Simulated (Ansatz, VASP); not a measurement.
# C in VASP and in Ansatz

```
C
1.0
     2.45993    0.00000    0.00000
    -1.22996    2.13036    0.00000
     0.00000    0.00000    6.36555
C
4
Direct
  0.00000 0.00000 0.25000
  0.00000 0.00000 0.75000
  0.33333 0.66667 0.25000
  0.66667 0.33333 0.75000
```

Alike in both runs: functional PBE; dispersion D3(BJ); k mesh 21 × 21 × 6; occupations gaussian, width 0.1 eV; no spin polarisation.

Ansatz relaxed the structure, and its values are those at the end. VASP's run is a single point on that final structure, the one shown.

|  | VASP | Ansatz |
| --- | --- | --- |
| version | VASP 6.6.1 | Ansatz 0.2.0 |
| potentials or method | VASP PAW PBE potentials, release 64 (C) | scalar-relativistic, plane waves, PAW |
| plane-wave cutoff (eV) | 520 | 420 |
| valence electrons in the cell | 16 | 16 |

|  | VASP | Ansatz | Ansatz less VASP |
| --- | --- | --- | --- |
| gap on the k mesh at the Fermi level (eV) | none | none | - |
| pressure (GPa) | 3.2 | 2.7 | -0.49 |

A gap of «none» marks a metal or a gap that the smearing closes.
